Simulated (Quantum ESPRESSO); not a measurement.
# ZnAu (Pm-3m) in Quantum ESPRESSO: notebook, part 5 of 5

Quantum ESPRESSO 7.5. Earlier steps stand in the parts before.

## Step 6: Phonons, PBE, target pressure 15 GPa, at which the enthalpy is minimised

File pw.in:

```
&CONTROL
  calculation = 'scf'
  prefix = 'pwscf'
  outdir = './tmp'
  pseudo_dir = './pseudo'
  tprnfor = .true.
  tstress = .true.
  disk_io = 'low'
/
&SYSTEM
  ibrav = 0
  nat = 2
  ntyp = 2
  ecutwfc = 56
  ecutrho = 448
  nbnd = 23
  occupations = 'smearing'
  smearing = 'mv'
  degauss = 0.01469973
/
&ELECTRONS
  conv_thr = 4d-10
  electron_maxstep = 120
  mixing_beta = 0.5
/
ATOMIC_SPECIES
Au   196.9666 au_pbe_v1.uspp.F.UPF
Zn    65.3800 zn_pbe_v1.uspp.F.UPF
CELL_PARAMETERS bohr
   5.9469681142    0.0000000000    0.0000000000
   0.0000000000    5.9469681142    0.0000000000
   0.0000000000    0.0000000000    5.9469681142
ATOMIC_POSITIONS bohr
Au     0.0000000000    0.0000000000    0.0000000000
Zn     2.9734840571    2.9734840571    2.9734840571
K_POINTS automatic
7 7 7 0 0 0
```

File relax.in:

```
&CONTROL
  calculation = 'vc-relax'
  prefix = 'pwscf'
  outdir = './tmp'
  pseudo_dir = './pseudo'
  tprnfor = .true.
  tstress = .true.
  disk_io = 'low'
  nstep = 40
  forc_conv_thr = 0.0001
  etot_conv_thr = 1d-06
/
&SYSTEM
  ibrav = 0
  nat = 2
  ntyp = 2
  ecutwfc = 56
  ecutrho = 448
  nbnd = 23
  occupations = 'smearing'
  smearing = 'mv'
  degauss = 0.01469973
/
&ELECTRONS
  conv_thr = 4d-10
  electron_maxstep = 120
  mixing_beta = 0.5
/
&IONS
  ion_dynamics = 'bfgs'
/
&CELL
  cell_dynamics = 'bfgs'
  press = 150
  press_conv_thr = 0.2
/
ATOMIC_SPECIES
Au   196.9666 au_pbe_v1.uspp.F.UPF
Zn    65.3800 zn_pbe_v1.uspp.F.UPF
CELL_PARAMETERS bohr
   5.9469681142    0.0000000000    0.0000000000
   0.0000000000    5.9469681142    0.0000000000
   0.0000000000    0.0000000000    5.9469681142
ATOMIC_POSITIONS bohr
Au     0.0000000000    0.0000000000    0.0000000000
Zn     2.9734840571    2.9734840571    2.9734840571
K_POINTS automatic
7 7 7 0 0 0
```

File scf2.in:

```
&CONTROL
  calculation = 'scf'
  prefix = 'pwscf'
  outdir = './tmp'
  pseudo_dir = './pseudo'
  tprnfor = .true.
  tstress = .true.
  disk_io = 'low'
/
&SYSTEM
  ibrav = 0
  nat = 2
  ntyp = 2
  ecutwfc = 56
  ecutrho = 448
  nbnd = 23
  occupations = 'smearing'
  smearing = 'mv'
  degauss = 0.01469973
/
&ELECTRONS
  conv_thr = 1d-13
  electron_maxstep = 120
  mixing_beta = 0.5
  startingpot = 'file'
  startingwfc = 'file'
/
ATOMIC_SPECIES
Au   196.9666 au_pbe_v1.uspp.F.UPF
Zn    65.3800 zn_pbe_v1.uspp.F.UPF
CELL_PARAMETERS bohr
   5.8233691319    0.0000000000    0.0000000000
   0.0000000000    5.8233691319    0.0000000000
   0.0000000000    0.0000000000    5.8233691319
ATOMIC_POSITIONS bohr
Au     0.0000000000    0.0000000000    0.0000000000
Zn     2.9116845660    2.9116845660    2.9116845660
K_POINTS automatic
7 7 7 0 0 0
```

File ph.in:

```
phonons of ZnAu
&INPUTPH
  prefix = 'pwscf'
  outdir = './tmp'
  tr2_ph = 1d-18
  fildyn = 'dyn'
  niter_ph = 90
  alpha_mix(1) = 0.4
/
0.0000000000 0.0000000000 0.0000000000
```

File dynmat.in:

```
&INPUT
  fildyn = 'dyn'
  asr = 'crystal'
  filout = 'dynmat.disp'
  fileig = 'dynmat.eig'
/
```

Potentials or basis: GBRV 1.5 PBE.

Started as:

```console
> OMP_NUM_THREADS=1 pw.x -in pw.in > pw.out
> OMP_NUM_THREADS=1 pw.x -in relax.in > relax.out
> OMP_NUM_THREADS=1 pw.x -in scf2.in > scf2.out
> OMP_NUM_THREADS=1 ph.x -in ph.in > ph.out
> OMP_NUM_THREADS=1 dynmat.x -in dynmat.in > dynmat.out
```

pw.out:

```text
This program is part of the open-source Quantum ESPRESSO suite
     for quantum simulation of materials; please cite
[... 9 lines left out ...]
     --------------------
     sticks:   dense  smooth     PW     G-vecs:    dense   smooth      PW
     Sum        1265     633    193                33641    11837    2007

     Using Slab Decomposition

     bravais-lattice index     =            0
     lattice parameter (alat)  =       5.9470  a.u.
     unit-cell volume          =     210.3230 (a.u.)^3
     number of atoms/cell      =            2
     number of atomic types    =            2
     number of electrons       =        31.00
     number of Kohn-Sham states=           23
     kinetic-energy cutoff     =      56.0000  Ry
     charge density cutoff     =     448.0000  Ry
     scf convergence threshold =      4.0E-10
     mixing beta               =       0.5000
     number of iterations used =            8  plain     mixing
     Exchange-correlation= SLA  PW   PBE  PBE
                           (   1   4   3   4   0   0   0)

     celldm(1)=   5.946968  celldm(2)=   0.000000  celldm(3)=   0.000000
     celldm(4)=   0.000000  celldm(5)=   0.000000  celldm(6)=   0.000000

     crystal axes: (cart. coord. in units of alat)
               a(1) = (   1.000000   0.000000   0.000000 )
               a(2) = (   0.000000   1.000000   0.000000 )
               a(3) = (   0.000000   0.000000   1.000000 )

     reciprocal axes: (cart. coord. in units 2 pi/alat)
               b(1) = (  1.000000  0.000000  0.000000 )
               b(2) = (  0.000000  1.000000  0.000000 )
               b(3) = (  0.000000  0.000000  1.000000 )

     PseudoPot. # 1 for Au read from file:
     au_pbe_v1.uspp.F.UPF
     Pseudo is Ultrasoft + core correction, Zval = 11.0
     Generated by new atomic code, or converted to UPF format
     Using radial grid of  985 points,  7 beta functions with:
                l(1) =   0
                l(2) =   0
                l(3) =   1
                l(4) =   1
                l(5) =   2
                l(6) =   2
                l(7) =   3
     Q(r) pseudized with  6 coefficients,  rinner =    1.900   1.900   1.900
                                                       1.900   1.900   1.900
                                                       1.900

     PseudoPot. # 2 for Zn read from file:
     zn_pbe_v1.uspp.F.UPF
     Pseudo is Ultrasoft, Zval = 20.0
     Generated by new atomic code, or converted to UPF format
     Using radial grid of  943 points,  6 beta functions with:
                l(1) =   0
                l(2) =   0
                l(3) =   1
                l(4) =   1
                l(5) =   2
                l(6) =   2
     Q(r) pseudized with  8 coefficients,  rinner =    1.100   1.100   1.100
                                                       1.100   1.100

     atomic species   valence    mass     pseudopotential
     Au               11.00   196.96660     Au( 1.00)
     Zn               20.00    65.38000     Zn( 1.00)

     48 Sym. Ops., with inversion, found

   Cartesian axes

     site n.     atom                  positions (alat units)
         1        Au     tau(   1) = (   0.0000000   0.0000000   0.0000000  )
         2        Zn     tau(   2) = (   0.5000000   0.5000000   0.5000000  )

     number of k points=    20  Marzari-Vanderbilt smearing, width (Ry)=  0.0147
                       cart. coord. in units 2pi/alat
        k(    1) = (   0.0000000   0.0000000   0.0000000), wk =   0.0058309
        k(    2) = (   0.0000000   0.0000000   0.1428571), wk =   0.0349854
        k(    3) = (   0.0000000   0.0000000   0.2857143), wk =   0.0349854
        k(    4) = (   0.0000000   0.0000000   0.4285714), wk =   0.0349854
        k(    5) = (   0.0000000   0.1428571   0.1428571), wk =   0.0699708
        k(    6) = (   0.0000000   0.1428571   0.2857143), wk =   0.1399417
[... 12 lines left out ...]
        k(   19) = (   0.2857143   0.4285714   0.4285714), wk =   0.1399417
        k(   20) = (   0.4285714   0.4285714   0.4285714), wk =   0.0466472

     Dense  grid:    33641 G-vectors     FFT dimensions: (  45,  45,  45)

     Smooth grid:    11837 G-vectors     FFT dimensions: (  30,  30,  30)

     Check: negative core charge=   -0.000002

     Initial potential from superposition of free atoms

     starting charge      30.9997, renormalised to      31.0000
     Starting wfcs are   22 randomized atomic wfcs +    1 random wfcs

     Self-consistent Calculation

     iteration #  1     ecut=    56.00 Ry     beta= 0.50
     Davidson diagonalization with overlap
     ethr =  1.00E-02,  avg # of iterations =  3.4

     Threshold (ethr) on eigenvalues was too large:
     Diagonalizing with lowered threshold

     Davidson diagonalization with overlap
     ethr =  3.91E-04,  avg # of iterations =  1.6

     total energy              =    -576.53823763 Ry
     estimated scf accuracy    <       0.11990920 Ry

     iteration #  2     ecut=    56.00 Ry     beta= 0.50
     Davidson diagonalization with overlap
     ethr =  3.87E-04,  avg # of iterations =  2.0

     total energy              =    -576.57008002 Ry
     estimated scf accuracy    <       0.02474878 Ry

     iteration #  3     ecut=    56.00 Ry     beta= 0.50
     Davidson diagonalization with overlap
     ethr =  7.98E-05,  avg # of iterations =  2.8

     total energy              =    -576.57439665 Ry
     estimated scf accuracy    <       0.00138928 Ry

     iteration #  4     ecut=    56.00 Ry     beta= 0.50
     Davidson diagonalization with overlap
     ethr =  4.48E-06,  avg # of iterations =  3.9

     total energy              =    -576.57445468 Ry
     estimated scf accuracy    <       0.00039391 Ry

     iteration #  5     ecut=    56.00 Ry     beta= 0.50
     Davidson diagonalization with overlap
     ethr =  1.27E-06,  avg # of iterations =  2.1
[... 15 lines left out ...]
     total energy              =    -576.57452682 Ry
     estimated scf accuracy    <       0.00000035 Ry

     iteration #  8     ecut=    56.00 Ry     beta= 0.50
     Davidson diagonalization with overlap
     ethr =  1.12E-09,  avg # of iterations =  2.1

     total energy              =    -576.57452690 Ry
     estimated scf accuracy    <          2.0E-09 Ry

     iteration #  9     ecut=    56.00 Ry     beta= 0.50
     Davidson diagonalization with overlap
     ethr =  6.55E-12,  avg # of iterations =  4.2

     total energy              =    -576.57452690 Ry
     estimated scf accuracy    <          1.1E-09 Ry

     iteration # 10     ecut=    56.00 Ry     beta= 0.50
     Davidson diagonalization with overlap
     ethr =  3.49E-12,  avg # of iterations =  2.0

     End of self-consistent calculation

          k = 0.0000 0.0000 0.0000 (  1503 PWs)   bands (ev):

  -110.9230 -65.0850 -65.0850 -65.0850   4.9112   7.4066   7.4066   8.1045
     8.1045   8.1045  10.0837  10.0837  11.7659  11.7659  11.7659  20.5157
    20.5157  20.5157  24.4041  27.6175  27.6175  33.8349  35.2077

          k = 0.0000 0.0000 0.1429 (  1470 PWs)   bands (ev):

  -110.9230 -65.0853 -65.0849 -65.0849   5.2703   7.4842   7.5095   8.1008
     8.1008   8.1337  10.0254  10.1782  11.5109  11.5109  11.7364  18.3258
    21.1802  21.1802  25.4470  27.2721  29.3476  33.5777  33.5778

          k = 0.0000 0.0000 0.2857 (  1478 PWs)   bands (ev):

  -110.9229 -65.0862 -65.0849 -65.0849   6.2755   7.6767   7.7354   8.0969
     8.0969   8.2011   9.8762  10.3602  11.0018  11.0018  11.6681  15.3384
    22.9169  22.9169  25.9979  26.5500  31.1049  31.1877  31.1877

          k = 0.0000 0.0000 0.4286 (  1474 PWs)   bands (ev):

  -110.9229 -65.0869 -65.0849 -65.0849   7.5449   7.8565   7.9312   8.0995
     8.0995   8.2574   9.7311  10.2137  10.6377  10.6377  11.6110  13.3863
    25.3248  25.3248  26.0216  26.6415  28.1529  28.1529  28.4706

          k = 0.0000 0.1429 0.1429 (  1462 PWs)   bands (ev):

  -110.9229 -65.0853 -65.0853 -65.0849   5.6143   7.5540   7.6022   8.0466
     8.0987   8.1837  10.0682  10.2156  11.2409  11.3586  11.6873  18.7424
    19.0797  21.7784  26.3321  28.8348  29.4448  31.2219  33.2094
[... 69 lines left out ...]
  -110.9228 -65.0860 -65.0860 -65.0860   7.6827   7.8731   7.8731   8.0508
     8.0508   8.3164  10.2519  10.2519  11.1730  11.1730  11.8936  18.1497
    18.7904  18.7904  23.7639  25.8794  25.8794  31.3232  34.3510

          k = 0.2857 0.2857 0.4286 (  1488 PWs)   bands (ev):

  -110.9228 -65.0867 -65.0860 -65.0859   7.6101   7.7731   7.8662   8.0404
     8.1676   9.0098   9.9174   9.9401  11.1648  11.6326  13.3580  15.7499
    19.2891  20.8670  21.5649  23.2543  26.5119  29.1424  35.3679

          k = 0.2857 0.4286 0.4286 (  1491 PWs)   bands (ev):

  -110.9228 -65.0866 -65.0866 -65.0859   7.6209   7.7871   7.7943   7.9718
     8.3727   9.1075   9.6978   9.8124  11.4334  12.1554  14.7762  16.9119
    17.4080  19.0640  21.9057  23.5718  24.6524  26.4634  35.2590

          k = 0.4286 0.4286 0.4286 (  1496 PWs)   bands (ev):

  -110.9228 -65.0866 -65.0866 -65.0866   7.7445   7.8271   7.8271   8.3463
     8.3463   9.0692   9.3000   9.3000  12.1925  12.1925  16.3513  17.3343
    19.0236  19.0236  20.2612  22.1537  22.1537  23.7654  35.2584

     the Fermi energy is    15.7274 ev

!    total energy              =    -576.57452690 Ry
     estimated scf accuracy    <          3.0E-10 Ry
     smearing contrib. (-TS)   =      -0.00052055 Ry
     internal energy E=F+TS    =    -576.57400635 Ry

     The total energy is F=E-TS. E is the sum of the following terms:
     one-electron contribution =    -373.10696441 Ry
     hartree contribution      =     208.92349352 Ry
     xc contribution           =    -104.48846192 Ry
     ewald contribution        =    -307.90207354 Ry

     convergence has been achieved in  10 iterations

     Forces acting on atoms (cartesian axes, Ry/au):

     atom    1 type  1   force =     0.00000000    0.00000000    0.00000000
     atom    2 type  2   force =     0.00000000    0.00000000    0.00000000

     Total force =     0.000000     Total SCF correction =     0.000000

     Computing stress (Cartesian axis) and pressure

          total   stress  (Ry/bohr**3)                   (kbar)     P=       42.42
   0.00028833   0.00000000   0.00000000           42.42        0.00        0.00
   0.00000000   0.00028833   0.00000000            0.00       42.42        0.00
   0.00000000   0.00000000   0.00028833            0.00        0.00       42.42

=------------------------------------------------------------------------------=
   JOB DONE.
=------------------------------------------------------------------------------=
```

Run time: 5.8 min. Hardware: 1 thread of Arm Neoverse V1, shared host; peak memory 0.26 GiB.

What came out:

* Free energy: -7844.5851 eV
* Relaxed volume: 14.63 Å³/atom
* Relaxed cell: a = 3.082 Å, b = 3.082 Å, c = 3.082 Å, α = 90.00°, β = 90.00°, γ = 90.00°
* Space group after relaxing (to 0.05 Å): Pm-3m (No. 221)
* Pressure after relaxing: 15.0 GPa
* Band gap on the k mesh: none (metal or under the smearing width)
* Highest phonon frequency at Γ: 172 cm⁻¹

The path:
```
step  energy change (eV)  largest force (eV/Å)  pressure (GPa)  volume (Å³)
   1              0.0000                0.0000            4.24        31.17
   2              0.0906                0.0000           13.53        29.49
   3              0.1129                0.0000           15.16        29.24
   4              0.1106                0.0000           15.00        29.26
```

Final structure:
```
Au Zn
1.0
     3.08159    0.00000    0.00000
     0.00000    3.08159    0.00000
     0.00000    0.00000    3.08159
Au Zn
1 1
Direct
  0.00000 0.00000 0.00000
  0.50000 0.50000 0.50000
```

Phonon frequencies in cm⁻¹ (negative: imaginary):
| q point | frequencies |
| --- | --- |
| (0.000, 0.000, 0.000) | -3 -3 -3 172 172 172 |

Optical modes at Γ, degenerate ones joined:
| cm⁻¹ | components | symmetry | active in |
| --- | --- | --- | --- |
| 172 | 3 | T1u | IR |

Caveat: the mesh is thin for the phonons of a metal; the cell is more than 3 GPa from zero pressure, which shifts response properties. Spin-orbit coupling is left out, which matters for the levels of Au.

## Step 7: The runs side by side

| cell | gap on the mesh (eV) | pressure (GPa) |
| --- | --- | --- |
| relaxed to -3 GPa | none | -2.9 |
| relaxed | none | 0.0 |
| relaxed to 3 GPa | none | 3.0 |
| relaxed to 8 GPa | none | 8.0 |
| relaxed to 15 GPa | none | 15.0 |

Alike in all rows: task phonons; level PBE; potentials or basis GBRV 1.5 PBE; no spin polarisation; k mesh 7 × 7 × 7; cutoff (eV) 762; smearing cold 0.2 eV.

Caveats: the mesh is thin for the phonons of a metal; the cell is more than 3 GPa from zero pressure, which shifts response properties (some runs).

Absolute energies hang on the potentials; compare differences alone.
